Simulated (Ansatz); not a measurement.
Te2Mo at a changed volume — electric field gradients

The cell is a COD entry, relaxed with PBE at fixed cell and then changed (volume scaled by 0.96, ions relaxed).

```
CELL_PARAMETERS angstrom
3.47065 0.00000 0.00000
-1.73533 3.00567 0.00000
0.00000 0.00000 13.78474
ATOMIC_POSITIONS crystal
Te 0.33333 0.66667 0.61735
Te 0.66667 0.33333 0.11735
Te 0.33333 0.66667 0.88265
Te 0.66667 0.33333 0.38265
Mo 0.33333 0.66667 0.25000
Mo 0.66667 0.33333 0.75000
```

Atom numbers follow the list; atoms alike are taken as one site, whose name carries the number of the first.

All values are calculated (Ansatz; DFT, PBE, plane waves and PAW, scalar-relativistic, 420 eV cutoff, Γ-centred 14×14×3 k-points, Fermi–Dirac smearing 0.02 eV), not measured.

C_Q = eQV_zz/h, which is 24.18 MHz for Q = 1 b and V_zz = 10²¹ V/m²; η = (V_xx − V_yy)/V_zz. Directions are in the Cartesian axes of the cell vectors above, for the atom listed; none is given where the gradient is under 0.02 or η is above 0.95.

(1) Give the quadrupolar parameters of the distinct sites.

Results:

(1) 

```
site  first atom     first shell  V_zz (10²¹ V/m²)     η  direction of V_zz (x, y, z)
  Te           1  3 Mo at 2.71 Å            -17.55  0.00               0.00 0.00 1.00
  Mo           5  6 Te at 2.71 Å             -5.69  0.00               0.00 0.00 1.00
```

An axis of threefold or higher order runs through Te and Mo, so V_zz lies along it and η is zero.

Without spin–orbit coupling the gradients at and beside Te can be off by some per cent, at some sites by more.

The relaxation (4 steps) took 35 s of wall time (35 s of CPU time) and 0.65 GiB at its peak, on 1 thread of Intel Xeon 6975P-C (Granite Rapids) (x86_64; 16 cores open to the job, memory cap 3.0 GiB, no GPU), a shared host with a load of 0.6 a core.
